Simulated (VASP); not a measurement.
**VASP 6.6.1 run: LiF**

INCAR

```
LREAL = .FALSE.
ISIF = 2
ALGO = Normal
SIGMA = 0.01
ENCUT = 520
NELM = 63
IBRION = -1
NSW = 0
ISPIN = 2
PREC = Accurate
NBANDS = 12
LASPH = .TRUE.
EDIFF = 0.0001
MAGMOM = 0.5 -0.5
METAGGA = R2SCAN
ISMEAR = 0
LWAVE = .FALSE.
LCHARG = .FALSE.
```

KPOINTS

```
KPOINTS created by Atomic Simulation Environment
0
Gamma
10 10 10
0 0 0
```

POSCAR

```
Li F
 1.0000000000000000
     0.0373568784000000    1.9923311812000000    1.9923311812000000
     1.9923311812000000    0.0373568784000000    1.9923311812000000
     1.9923311812000000    1.9923311812000000    0.0373568784000000
 Li  F
   1   1
Cartesian
  0.0000000000000000  0.0000000000000000  0.0000000000000000
  2.0110096203999999  2.0110096203999999  2.0110096203999999
```

The recommended PBE PAW datasets give the neutral cell 10 valence electrons.

Command

```
mpirun -np 1 vasp_std
```

Predict the outcome of this run.

It converged. Results: pressure 2.1 GPa; magnetic moment of the cell 0.00 μB.

OSZICAR

```
N       E                     dE             d eps       ncg     rms          rms(c)
DAV:   1     0.273029640041E+02    0.27303E+02   -0.56028E+03  5768   0.874E+02
DAV:   2    -0.135283058437E+02   -0.40831E+02   -0.39975E+02  6764   0.195E+02
DAV:   3    -0.145850657423E+02   -0.10568E+01   -0.10536E+01  7572   0.274E+01
DAV:   4    -0.145954627974E+02   -0.10397E-01   -0.10396E-01  6412   0.282E+00
DAV:   5    -0.145955702894E+02   -0.10749E-03   -0.10749E-03  7660   0.222E-01    0.671E+00
DAV:   6    -0.118375268421E+02    0.27580E+01   -0.97822E-01  5932   0.694E+00    0.261E+00
DAV:   7    -0.118451652593E+02   -0.76384E-02   -0.39443E-01  6328   0.523E+00    0.195E+00
DAV:   8    -0.118895467711E+02   -0.44382E-01   -0.23494E-02  7428   0.145E+00    0.678E-01
DAV:   9    -0.118897472327E+02   -0.20046E-03   -0.24439E-02  5876   0.159E+00    0.367E-01
DAV:  10    -0.118953731033E+02   -0.56259E-02   -0.52981E-03  6504   0.609E-01    0.820E-02
DAV:  11    -0.118953331934E+02    0.39910E-04   -0.46486E-04  6684   0.188E-01
   1 F= -.11895333E+02 E0= -.11895333E+02  d E =-.206552E-30  mag=    -0.0000
```

For comparison, a separate r²SCAN run of the intended cell, on usual settings and not on those above, gives a gap of 10.81 eV on its mesh and a pressure of 2.1 GPa.
